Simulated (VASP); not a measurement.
# A slab model of blue phosphorene monolayer

Aim: model blue phosphorene monolayer by a slab and find how far its highest filled level lies below the vacuum.

Program: VASP 6.6.1. Level of theory: PBE; plane waves and PAW (P). Results are calculated unless marked as measured.

This is a report of a sequence of runs, with most program output left out.

## 1. Starting point

The cell holds 2 atoms: 2 P. Cell: a = 3.280 Å, b = 3.280 Å, c = 19.240 Å, α = 90.0°, β = 90.0°, γ = 120.0°. Vacuum lies along c.

As a file:

```xyz
2
Lattice="3.2800 0.0000 0.0000 -1.6400 2.8406 0.0000 0.0000 0.0000 19.2400" Properties=species:S:1:pos:R:3
P     1.6400    0.9469    9.0000
P     0.0000    1.8937   10.2400
```

## 2. Surface relaxation

The sheet's cell relaxes in its plane with the atoms, while the vacuum is kept.

Input file INCAR:

```
SYSTEM = P
PREC = Normal
ENCUT = 400
EDIFF = 1E-05
NELM = 120
ISMEAR = -1
SIGMA = 0.05
LREAL = .FALSE.
ALGO = Fast
GGA = PE
NBANDS = 11
LORBIT = 11
LWAVE = .FALSE.
LCHARG = .FALSE.
KPAR = 2
LASPH = .TRUE.
IBRION = 2
NSW = 40
ISIF = 3
EDIFFG = -0.02
POTIM = 0.4
IDIPOL = 3
LDIPOL = .TRUE.
DIPOL = 0.5 0.5 0.5
LATTICE_CONSTRAINTS = .TRUE. .TRUE. .FALSE.
```

Input file POSCAR:

```
P
1.0
    3.2800000000      0.0000000000      0.0000000000
   -1.6400000000      2.8405633244      0.0000000000
    0.0000000000      0.0000000000     19.2400000000
P
2
Direct
    0.6666666667      0.3333333333      0.4677754678
    0.3333333333      0.6666666667      0.5322245322
```

Input file KPOINTS:

```
Automatic mesh
0
Gamma
12 12 1
0 0 0
```

The projector-augmented-wave data sets are P (PBE family, release 64).

Started as:

```
$ mpirun -np 2 vasp_std
```

It took 12 s on 2 MPI ranks of AMD EPYC 7R43, shared host; peak memory 0.27 GiB; 20 s of CPU time.

The gap is read on the k-mesh alone, so it is an upper bound where the band edges lie off the mesh. The run keeps the 12 symmetry operations of its start, so it cannot find a distortion of lower symmetry.

Little changed from the start: no atom moved by 0.005 Å and no cell edge by 0.1 %.

This step gave:

```yaml
electronic_cycles: 22
electrons: 10
free_energy_toten: -10.73 eV
fermi_energy: -2.757 eV
labelled_metallic_from_the_levels_on_this_mesh: no
dipole_moment: 0, 0, 0 e·Å
gap_on_the_k_mesh: 1.960 eV
least_direct_gap_on_the_k_mesh: 2.226 eV
```

The run ended after 3 ionic steps, 0.000 eV below its first step, once forces and stress met EDIFFG = -0.02.

Only the dipole across the slab is computed (IDIPOL = 3); zeros along the plane are no results.

## 3. Potential and states of the slab

A static run writes the electrostatic potential without exchange and correlation (LVHAR), which is flat in the vacuum and gives the level to count from. The dipole correction cancels the field that unlike faces would set up across the vacuum.

Input file INCAR:

```
SYSTEM = P
PREC = Normal
ENCUT = 340
EDIFF = 1E-06
NELM = 120
ISMEAR = -1
SIGMA = 0.05
LREAL = .FALSE.
ALGO = Fast
GGA = PE
NBANDS = 17
LORBIT = 11
LWAVE = .FALSE.
LCHARG = .TRUE.
LASPH = .TRUE.
IDIPOL = 3
LDIPOL = .TRUE.
DIPOL = 0.5 0.5 0.5
LVHAR = .TRUE.
LVACPOTAV = .TRUE.
LELF = .TRUE.
NEDOS = 1500
```

Input file POSCAR:

```
P
1.0
    3.2777904237      0.0000000000      0.0000000000
   -1.6388952118      2.8386497752      0.0000000000
    0.0000000000      0.0000000000     19.2400000000
P
2
Direct
    0.6666666667      0.3333333333      0.4678546875
    0.3333333333      0.6666666667      0.5321453125
```

KPOINTS is that of step 2.

Started as:

```
$ mpirun -np 2 vasp_std
```

The job ended after 11 s (2 MPI ranks; peak memory 0.19 GiB).

Numbers from this step:

- electronic cycles: 18
- Fermi energy: -2.754 eV
- vacuum levels: 2.42, 2.42 eV
- ionisation potentials of the upper and lower face: 6.168, 6.168 eV
- electron affinities of the upper and lower face: 4.208, 4.208 eV
- least direct gap on the k-mesh: 2.225 eV

The density of states has structure finer than the step of the table below, so its rows give means over 1 eV, whole bins alone (the curve runs from -12.0 to 9.92 eV). Peaks (eV: height): total -0.1: 2.72, 4.2: 2.89, 5.1: 3.35, 7.3: 4.07, 8.1: 2.89, 8.9: 3.40, 9.8: 5.50; P s -11.9: 0.423, -11.2: 0.609, -10.4: 0.392, -8.9: 0.602, -8.3: 0.503, -7.1: 0.432, -6.2: 0.803; P p -3.4: 0.910, -2.6: 0.964, -0.9: 0.817, -0.1: 1.12, 4.2: 0.942, 5.0: 1.16, 5.4: 0.769.

Means over bins of 0.081 eV. Density of states against energy, zero at the valence-band top; means over each step; values in states/eV/cell:

```
energy (eV)  total      P s     P p
        -11  0.604    0.293  0.0451
        -10  0.185   0.0891  0.0162
         -9  0.466    0.195  0.0621
         -8  0.487    0.213  0.0637
         -7  0.356    0.172  0.0380
         -6  0.671    0.312  0.0514
         -5  0.234  0.00396  0.0877
         -4   1.16   0.0748   0.405
         -3   1.26   0.0808   0.481
         -2  0.945   0.0378   0.413
         -1   1.20   0.0824   0.491
          0   1.20   0.0464   0.493
          1      0        0       0
          2  0.463   0.0345   0.114
          3   1.39   0.0707   0.419
          4   1.47   0.0554   0.472
          5   1.92   0.0684   0.675
          6   1.55   0.0639   0.301
          7   2.35   0.0206   0.189
          8   2.02   0.0153  0.0790
          9   2.86   0.0223   0.119
```

Zero at the Fermi level. The planar average of the electrostatic potential by height:

```
height (Å)  planar average of the electrostatic potential (eV)
       0.0                                                5.18
       0.5                                                5.18
       1.0                                                5.18
       1.5                                                5.18
       2.0                                                5.18
       2.5                                                5.18
       3.0                                                5.18
       3.5                                                5.18
       4.0                                                5.18
       4.5                                                5.18
       5.0                                                5.17
       5.5                                                5.17
       6.0                                                5.17
       6.5                                                5.14
       7.0                                                5.01
       7.5                                                4.50
       8.0                                                2.41
       8.5                                               -6.04
       9.0                                               -14.5
       9.5                                               -10.7
      10.0                                               -13.6
      10.5                                               -11.6
      11.0                                              -0.158
      11.5                                                3.84
      12.0                                                4.85
      12.5                                                5.10
      13.0                                                5.16
      13.5                                                5.17
      14.0                                                5.17
      14.5                                                5.17
      15.0                                                5.18
      15.5                                                5.18
      16.0                                                5.18
      16.5                                                5.18
      17.0                                                5.18
      17.5                                                5.18
      18.0                                                5.18
      18.5                                                5.18
      19.0                                                5.18
```

Electrostatic potential energy in the ca plane at fractional y = 0.333, with atoms of P within 0.2 Å of it. With pseudopotentials it is smooth inside the atoms' cores, unlike the true potential.

Ten even steps from '0' (-36 eV) to '9' (2 eV), each cell a mean:
```
99999999999999999999998743578899999999999999
99999999999999999999998200058999999999999999
99999999999999999999997000038999999999999999
99999999999999999999997100048999999999999999
99999999999999999999998511268899999999999999
99999999999999999999999876777889999999999999
99999999999999999999999988876789999999999999
99999999999999999999999998876789999999999999
99999999999999999999999888777789999999999999
```
Columns run along c (16.0 Å, from fractional 0.00 to 0.83 of the cell; values clipped at the 3rd and 97th percentile), rows up along a (3.3 Å). Atoms in or near the plane, at fractional coordinates: P at (0.47, 0.67).

Valence density in the ca plane at fractional y = 0.333, with atoms of P within 0.2 Å of it. It is the smooth field of the valence electrons, not physical close to the nuclei.

Ten even steps from '0' (-0.05 e/Å³) to '9' (0.73 e/Å³), each cell a mean:
```
00000000000000000000013578864321000000000000
00000000000000000000125887974211000000000000
00000000000000000000126930674210000000000000
00000000000000000000126953774210000000000000
00000000000000000000113788974211000000000000
00000000000000000000012356665321100000000000
00000000000000000000001123455432100000000000
00000000000000000000001123455532100000000000
00000000000000000000011234555431100000000000
```
Columns run along c (16.0 Å, from fractional 0.00 to 0.83 of the cell), rows up along a (3.3 Å). Atoms in or near the plane, at fractional coordinates: P at (0.47, 0.67).

ELF in the ca plane at fractional y = 0.333, with atoms of P within 0.2 Å of it. It is the smooth field of the valence electrons, not physical close to the nuclei.

Ten even steps from '0' (0.00) to '9' (0.97), each cell a mean:
```
00000000000000010013578887776432100000000000
00000000000000002236899985664210000000000000
00000000000000001247999972354100000000000000
00000000000000011147899974564200000000000000
00000000000000100014789987775321100000000000
00000000000000000001356767776554320000000000
00000000000000000000011234566777531000000000
00000000000000000000000113456777642000000000
00000000000000000000124455666666421000000000
```
Columns run along c (16.0 Å, from fractional 0.00 to 0.83 of the cell), rows up along a (3.3 Å). Atoms in or near the plane, at fractional coordinates: P at (0.47, 0.67).

The vacuum level lies 6.17 eV above the highest filled level at the upper face; both faces agree, as the slab has next to no dipole.

The program found no field-free point at its default tolerance, but its printed level agrees with the flat part of the planar average.

## 4. The slab in a field, field -0.1

A field across the slab, with the atoms held, gives the electronic response: the dipole changes linearly with the field, and the energy has a linear term from the slab's own dipole and a quadratic one from its polarisability.

Input file INCAR:

```
SYSTEM = P
PREC = Normal
ENCUT = 340
EDIFF = 1E-06
NELM = 120
ISMEAR = -1
SIGMA = 0.05
LREAL = .FALSE.
ALGO = Fast
GGA = PE
NBANDS = 11
LORBIT = 11
LWAVE = .FALSE.
LCHARG = .FALSE.
KPAR = 2
LASPH = .TRUE.
IDIPOL = 3
LDIPOL = .TRUE.
DIPOL = 0.5 0.5 0.5
EFIELD = -0.1
LVHAR = .TRUE.
```

POSCAR is that of step 3.

KPOINTS is that of step 3.

Started as:

```
$ mpirun -np 2 vasp_std
```

Elapsed: 8.4 s, on 2 MPI ranks; peak memory 0.24 GiB.

Numbers from this step:

- Fermi energy: -2.757 eV
- dipole moment: 0, 0, -0.01920 e·Å
- least direct gap on the k-mesh: 2.226 eV

Zero at the Fermi level. Table of planar average of the electrostatic potential by height:

```
height (Å)  planar average of the electrostatic potential (eV)
       0.0                                                5.18
       0.5                                                4.45
       1.0                                                4.50
       1.5                                                4.55
       2.0                                                4.60
       2.5                                                4.65
       3.0                                                4.70
       3.5                                                4.75
       4.0                                                4.80
       4.5                                                4.85
       5.0                                                4.90
       5.5                                                4.95
       6.0                                                4.99
       6.5                                                5.01
       7.0                                                4.93
       7.5                                                4.46
       8.0                                                2.39
       8.5                                               -6.04
       9.0                                               -14.5
       9.5                                               -10.7
      10.0                                               -13.6
      10.5                                               -11.6
      11.0                                              -0.145
      11.5                                                3.87
      12.0                                                4.92
      12.5                                                5.21
      13.0                                                5.31
      13.5                                                5.38
      14.0                                                5.43
      14.5                                                5.48
      15.0                                                5.53
      15.5                                                5.58
      16.0                                                5.63
      16.5                                                5.68
      17.0                                                5.73
      17.5                                                5.78
      18.0                                                5.83
      18.5                                                5.88
      19.0                                                5.75
```

Energy at zero smearing: -10.73197 eV.

## 5. The slab in a field, field 0.1

INCAR: that of step 4 with these lines changed.

```diff
@@ -19,3 +19,3 @@
 DIPOL = 0.5 0.5 0.5
-EFIELD = -0.1
+EFIELD = 0.1
 LVHAR = .TRUE.
```

POSCAR is that of step 4.

KPOINTS is that of step 4.

Started as:

```
$ mpirun -np 2 vasp_std
```

The job ended after 8.4 s (2 MPI ranks; peak memory 0.24 GiB; 12 s of CPU time).

Numbers from this step:

| Property | Result |
| --- | --- |
| dipole moment | 0, 0, 0.01920 e·Å |

Zero at the Fermi level. Table of planar average of the electrostatic potential by height:

```
height (Å)  planar average of the electrostatic potential (eV)
       0.0                                                5.18
       0.5                                                5.90
       1.0                                                5.85
       1.5                                                5.80
       2.0                                                5.75
       2.5                                                5.70
       3.0                                                5.65
       3.5                                                5.60
       4.0                                                5.55
       4.5                                                5.50
       5.0                                                5.45
       5.5                                                5.40
       6.0                                                5.34
       6.5                                                5.27
       7.0                                                5.10
       7.5                                                4.55
       8.0                                                2.43
       8.5                                               -6.03
       9.0                                               -14.5
       9.5                                               -10.7
      10.0                                               -13.6
      10.5                                               -11.6
      11.0                                              -0.166
      11.5                                                3.81
      12.0                                                4.79
      12.5                                                5.00
      13.0                                                5.01
      13.5                                                4.97
      14.0                                                4.93
      14.5                                                4.88
      15.0                                                4.83
      15.5                                                4.78
      16.0                                                4.73
      16.5                                                4.68
      17.0                                                4.63
      17.5                                                4.58
      18.0                                                4.53
      18.5                                                4.48
      19.0                                                4.61
```

Energy at zero smearing: -10.73197 eV.

## 6. Putting the energies together

This step: slab, PBE; plane waves and PAW (VASP 6.6.1).

Derived from the runs above.

Numbers from this step:

| Item | Value |
| --- | --- |
| polarisability per area of the slab or monolayer | 0.2972 Å |
| ionisation potential at the upper face | 6.168 eV |

VASP counts both for electrons: a positive EFIELD is a field along -c, and a positive dipole, in electrons times A, points along -c. Field, by row:

```
EFIELD (eV/Å)  dipole along z (e Å)  energy change (eV)
         -0.1               -0.0192            -9.62e-4
            0                     0                   0
          0.1                0.0192            -9.62e-4
```

The polarisability is the slope of the dipole against the field, as a volume for each unit of area.

## 7. Slab, bad settings

This step: PBE, spin-polarised, with small moments to start from; plane waves and PAW (P) (VASP 6.6.1).

As a lesson, the run is repeated with a fault in its input.

INCAR: that of step 5 with these lines changed.

```diff
@@ -4,3 +4,3 @@
 EDIFF = 1E-06
-NELM = 120
+NELM = 86
 ISMEAR = -1
@@ -19,3 +19,5 @@
 DIPOL = 0.5 0.5 0.5
-EFIELD = 0.1
 LVHAR = .TRUE.
+LVACPOTAV = .TRUE.
+ISPIN = 2
+MAGMOM = 1.0
```

POSCAR is that of step 5.

KPOINTS is that of step 5.

Started as:

```
$ mpirun -np 2 vasp_std
```

Elapsed: 4.2 s, on 2 MPI ranks.

The input was rejected at the start.

VASP's message: “ERROR: You have set 1 value(s) for MAGMOM; however for spin-polarized calculations (ISPIN=2), MAGMOM has to be a list of”. No number of this run is used.

The fault in the input: wrong count of starting moments (ISPIN = 2 and MAGMOM = "1.0"). MAGMOM needs one number an atom.

## 8. Results

| Quantity | Value |
| --- | --- |
| ionisation potential of the slab | 6.17 eV |
| polarisability per area of the slab or monolayer | 0.297 Å |

**Reading.** The ionisation potential is 6.17 eV at both faces. The atoms hardly moved within the symmetry of the start. Semilocal band edges put the ionisation potential too low and the gap too small. The slab has a gap, so the level below the vacuum is counted from the highest filled level.

[Lines on the potential files, build, host, timing and source positions are cut from VASP's logs without a mark.]

[Logs are printed without paths, hosts, clocks, repeated set-up lines and the standing remarks that a program may print on its own settings, such as how far it seeks lower states.]

[Hosts, paths, dates, database ids (printed as entryN), source tags and the programs' standing remarks are cut or masked in the printed files.]

[In band tables of VASP the shares of atoms and orbitals are scaled to a sum of 1 inside the atoms' spheres.]

[Runs that stopped without an error message from VASP are left out.]
